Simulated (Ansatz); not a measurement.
# MgO: a line through a two-coordinate scan

How does the energy of MgO (P6_3mc, No. 186; 8 atoms in the cell) vary with lattice constant c, at lattice constant a (and b) = 3.226 Å?

Program: Ansatz 0.2.0. Level of theory: DFT PBE, scalar-relativistic, plane waves, PAW. These are calculated values, not measurements.

16 further runs of the same task are left out: 16 set aside as unsound or not needed.

## Step 1: Starting point

It takes space group P6_3mc (No. 186, hexagonal). The conventional cell has a = 3.281 Å, b = 3.281 Å, c = 10.514 Å, α = 90.00°, β = 90.00°, γ = 120.00°. Mg (site symmetry 3m) is surrounded by 4 O at 1.99 to 2.00 Å. Mg (site symmetry 3m) has 4 O at 1.99 to 2.01 Å as nearest neighbours. O (site symmetry 3m) is surrounded by 4 Mg at 1.99 Å. O (site symmetry 3m) is surrounded by 4 Mg at 2.00 to 2.01 Å.

Structure file:

```
CELL_PARAMETERS angstrom
3.28053 0.00000 0.00000
-1.64026 2.84102 0.00000
0.00000 0.00000 10.51390
ATOMIC_POSITIONS crystal
Mg 0.33333 0.66667 0.96949
Mg 0.00000 0.00000 0.22082
Mg 0.00000 0.00000 0.72082
Mg 0.66667 0.33333 0.46949
O 0.33333 0.66667 0.78004
O 0.00000 0.00000 0.52964
O 0.00000 0.00000 0.02964
O 0.66667 0.33333 0.28004
```

It goes back to an entry of the Materials Project, which need not be the stable form.

This cell was relaxed beforehand with the same method: volume 12.25 Å³/atom, gap on the mesh 3.46 eV.

## Step 2: What is varied

The energy is mapped over the lattice constants a and c of the conventional cell.

First coordinate, lattice constant a (and b): 7 values from 3.116 to 3.445 Å. Second coordinate, lattice constant c: 7 values from 9.673 to 11.355 Å.

Nothing else is relaxed (fractional coordinates fixed). Energies count from the relaxed crystal. Points are written as (first, second).

## Step 3: The run at (3.226 Å, 10.233 Å)

input.yaml

```yaml
crystal:
  lattice:
    - [3.2259, 0.0, 0.0]
    - [-1.61295, 2.7937113501, 0.0]
    - [0.0, 0.0, 10.2335]
  atoms:
    - { symbol: Mg, position: [0.3333333333, 0.6666666667, 0.9694906392] }
    - { symbol: Mg, position: [0.0, 0.0, 0.2208211786] }
    - { symbol: Mg, position: [0.0, 0.0, 0.7208211786] }
    - { symbol: Mg, position: [0.6666666667, 0.3333333333, 0.4694906392] }
    - { symbol: O, position: [0.3333333333, 0.6666666667, 0.7800420079] }
    - { symbol: O, position: [0.0, 0.0, 0.5296443544] }
    - { symbol: O, position: [0.0, 0.0, 0.0296443544] }
    - { symbol: O, position: [0.6666666667, 0.3333333333, 0.2800420079] }
basis:
  ecutwfc: 520.0
kpoints:
  mp_grid: { grid: [9, 9, 2] }
hamiltonian:
  xc: pbe
  pseudopotentials: { kind: paw, azcp: { folder: soft_1 } }
scf:
  occupations: { method: gaussian, width: 0.05 }
output:
  forces: true
  stress: true
  eigenvalues: true
```

The run is started by

```
$ ansatz run input.yaml --threads 2 --pin off --max-ram 4096MiB --backend cpu --events-out ev --progress --plain --runs-dir out
```

Further runs follow: the other points of the line.

Before running it: what results should come out? Wanted: for each run, lattice constant c; energy; slope; pressure; largest force on an atom.

**Answer**, as computed:

| lattice constant c (Å) | step | energy (meV/atom) | slope (meV/atom per Å) | pressure (GPa) | band gap on the k-mesh (eV) | largest force on an atom (eV/Å) |
| --- | --- | --- | --- | --- | --- | --- |
| 9.673 | – | 95 | −222 | 17.6 | 3.96 | 1.21 |
| 9.953 | – | 45 | −135 | 12.2 | 3.87 | 0.59 |
| 10.233 | 3 | 17 | −66 | 7.8 | 3.78 | 0.15 |
| 10.514 | 4 | 7 | −10 | 4.2 | 3.68 | 0.16 |
| 10.794 | 5 | 10 | 34 | 1.3 | 3.56 | 0.33 |
| 11.075 | 6 | 25 | 70 | −1.1 | 3.37 | 0.41 |
| 11.355 | 7 | 49 | 98 | −3.1 | 3.18 | 0.41 |

Energies count from the relaxed crystal. Rows without a step come from runs not printed here or follow by symmetry. Slopes come from the forces (and the stress, where the cell changes), not from differences of energies.

The lowest point of the line is at 10.514 Å, 7 meV/atom from the zero. A fit to energies and slopes at the lowest point and its two neighbours puts the minimum at 10.5742 Å, with a curvature of about 170 meV/atom per Å². The highest point computed, at 9.673 Å, lies 88 meV/atom above the lowest. This is one cut through a surface in two coordinates; the map's lowest point lies off it.

The gaps are Kohn-Sham values of a semilocal functional, not quasiparticle or optical gaps. Such gaps usually fall short of the measured ones.
